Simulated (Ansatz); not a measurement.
FeO (Wuestite):

```
Fe O
1.0
     1.51882    0.87689    2.51958
    -1.51882    0.87689    2.51958
     0.00000   -1.75378    2.51958
Fe O
1 1
Direct
  0.00000 0.00000 0.00000
  0.50000 0.50000 0.50000
```

Base run:

* Program: Ansatz 0.2.0
* Functional: PBE
* Potentials or basis: Ansatz PAW
* Cutoff: 420 eV (not typed: the program's choice for these potentials)
* k mesh: 11 × 11 × 11
* Occupations: fermi-dirac, width 0.05 eV
* Spin: collinear spin, ferromagnetic start
* Starting moments: [3.0, 0.0] μB

Its results: band gap on the k mesh none (metal or under the smearing width); pressure -1.2 GPa; net moment 4.00 μB per cell; site moments Fe +3.45; O +0.32 μB.

Problem. The run is repeated on the same cell with these changes: functional from PBE to r2SCAN; cutoff from 420 eV (not typed: the program's choice for these potentials) to 500 eV (not typed: the program's choice for these potentials). What comes out?

Solution. Band gap on the k mesh none (metal or under the smearing width); pressure -5.8 GPa; net moment 4.00 μB per cell; site moments Fe +3.52; O +0.29 μB.

Caveats: a cell with one magnetic atom can't hold antiferromagnetic order, which such compounds often take; semilocal functionals often make such compounds metallic where correlation or magnetic order opens a gap, which also shifts bond lengths; the magnetic or orbital state may not be the lowest (some runs); the PAW data sets come from PBE, with cores solved anew for the run's functional, which leaves a small shift of forces and pressure (some runs).
